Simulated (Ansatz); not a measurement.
# BN: the cost of one run

Computed with Ansatz 0.2.0 (DFT PBE+D3(BJ), scalar-relativistic, plane waves, PAW, unless a step's input says otherwise).

4 further runs of the same task are left out: 4 set aside as unsound or not needed.

## (1) The starting structure

It takes space group Fmm2 (No. 42, orthorhombic). Conventional cell: a = 2.508 Å, b = 6.679 Å, c = 4.338 Å, α = 90.00°, β = 90.00°, γ = 90.00°. Around B (site symmetry mm2) lie 3 N at 1.45 Å. N (site symmetry mm2) has 3 B at 1.45 Å as nearest neighbours.

Structure file:

```cif
data_structure
_symmetry_space_group_name_H-M 'P 1'
_symmetry_Int_Tables_number 1
_cell_length_a 4.3377
_cell_length_b 4.7058
_cell_length_c 4.7058
_cell_angle_alpha 64.402
_cell_angle_beta 62.556
_cell_angle_gamma 62.556
_cell_volume 72.65
loop_
_atom_site_label
_atom_site_type_symbol
_atom_site_fract_x
_atom_site_fract_y
_atom_site_fract_z
_atom_site_occupancy
B1 B 0.50011 0.75000 0.25000 1
B2 B 0.50011 0.25000 0.75000 1
B3 B 0.00011 0.50000 0.50000 1
B4 B 0.00011 0.00000 0.00000 1
N1 N 0.16659 0.75000 0.25000 1
N2 N 0.16659 0.25000 0.75000 1
N3 N 0.66659 0.50000 0.50000 1
N4 N 0.66659 0.00000 0.00000 1
```

It goes back to an entry of the Materials Project, which need not be the stable form.

It is built from the cell relaxed beforehand with the same method (9.08 Å³/atom).

## (2) The reference cell

The cell is repeated 4 times, 8 atoms in all. Reference values: F = -2170.7318 eV; pressure -0.01 GPa; largest force 0.000 eV/Å; gap on the mesh 3.62 eV. It was computed beforehand with the settings of the runs below.

## (3) Setting up moving one atom along a line

Atom 5 (N) is moved by x along the Cartesian unit vector (0.707, 0.707, 0.000); the cell and all other atoms stay fixed. Forces below are components along that vector, summed over the moved atoms. In a periodic cell its images move with it.

## (4) x = -0.200 Å

Contents of input.yaml:

```yaml
crystal:
  lattice:
    - [0.0, 0.0, 4.3376638211]
    - [2.5076849351, 3.3394821895, 2.1688319106]
    - [-2.5076849351, 3.3394821895, 2.1688319106]
  atoms:
    - { symbol: B, position: [0.5001068737, 0.75, 0.25] }
    - { symbol: B, position: [0.5001068737, 0.25, 0.75] }
    - { symbol: B, position: [0.0001068737, 0.5, 0.5] }
    - { symbol: B, position: [0.0001068737, 1.0, 0.0] }
    - { symbol: "N", position: [0.1877672607, 0.700628263, 0.2570234482] }
    - { symbol: "N", position: [0.1665931163, 0.25, 0.75] }
    - { symbol: "N", position: [0.6665931163, 0.5, 0.5] }
    - { symbol: "N", position: [0.6665931163, 0.0, 0.0] }
basis:
  ecutwfc: 420
kpoints:
  mp_grid: { grid: [6, 6, 6] }
hamiltonian:
  xc: pbe
  dispersion: d3bj
scf:
  occupations: { method: gaussian, width: 0.05 }
output:
  forces: true
  stress: true
  eigenvalues: true
```

Command:

```
ansatz run input.yaml --threads 1 --pin off --max-ram 2560MiB --backend cpu --events-out ev --progress --plain --runs-dir out
```

What time and memory should one allow on 1 thread of Intel Xeon Platinum 8259CL at 2.50GHz (Skylake/Cascade Lake), shared host?

About 15 s, with a peak of 0.46 GiB.
